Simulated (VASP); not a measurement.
**Si: band structure with B3LYP**

Crystal: Si.

```xyz
2
Lattice="0.0000 2.7219 2.7219 2.7219 0.0000 2.7219 2.7219 2.7219 0.0000" Properties=species:S:1:pos:R:3 pbc="T T T"
Si    2.7219    2.7219    2.7219
Si    4.0828    4.0828    4.0828
```

```yaml
Program: VASP 6.6.1
Task: band structure
Functional: B3LYP
Potentials_or_basis: VASP PAW PBE potentials, release 64 (Si)
Cutoff: 520 eV
k_mesh: 4 × 4 × 4
Occupations: fermi-dirac, width 0.05 eV
Spin: no spin polarisation
Grid_for_exact_exchange_PRECFOCK: Normal
Exchange_at_q_=_0: truncated
Further_INCAR_settings: ALGO = Normal; EDIFF = 1e-06
```

```yaml
Pressure: 2.5 GPa
Band_gap_on_the_k_mesh: 2.02 eV, indirect (least direct gap 3.90 eV)
Band_gap_along_the_path: 1.86 eV, indirect (least direct gap 3.90 eV)
```

Levels at the corners of the path, in eV from the valence-band top:
```
point  band 2  band 3  band 4  band 5  band 6  band 7
    Γ    0.00    0.00    0.00    3.90    3.90    3.90
    X   -8.48   -3.01   -3.01    2.02    2.02   11.84
    X   -8.48   -3.01   -3.01    2.02    2.02   11.84
    W   -8.31   -3.97   -3.97    5.68    5.68    6.48
    W   -8.31   -3.97   -3.97    5.68    5.68    6.48
    K   -7.82   -4.47   -2.56    2.53    5.55    9.13
    K   -7.82   -4.47   -2.56    2.53    5.55    9.11
    Γ    0.00    0.00    0.00    3.90    3.90    3.90
    Γ    0.00    0.00    0.00    3.90    3.90    3.90
    L   -7.47   -1.27   -1.27    2.78    4.77    4.77
    L   -7.47   -1.27   -1.27    2.78    4.77    4.77
    U   -7.82   -4.47   -2.56    2.53    5.55    9.12
    U   -7.82   -4.47   -2.56    2.53    5.55    9.11
    W   -8.31   -3.97   -3.97    5.68    5.68    6.48
    W   -8.31   -3.97   -3.97    5.68    5.68    6.48
    L   -7.47   -1.27   -1.27    2.78    4.77    4.77
    L   -7.47   -1.27   -1.27    2.78    4.77    4.77
    K   -7.82   -4.47   -2.56    2.53    5.55    9.12
    U   -7.82   -4.47   -2.56    2.53    5.55    9.11
    X   -8.48   -3.01   -3.01    2.02    2.02   11.84
```

Run time: 4.7 min on 1 thread of Intel(R) Xeon(R) Platinum 8559C (Emerald Rapids), on a shared host, peak memory 0.17 GiB.

Caveat: the k mesh is coarse (spacing up to 0.50 Å⁻¹), so the values aren't converged, least of all with exact exchange; the PAW data sets were made with another functional, which shifts forces and pressure a little; the mesh misses the band edges, which the band path finds closer together.
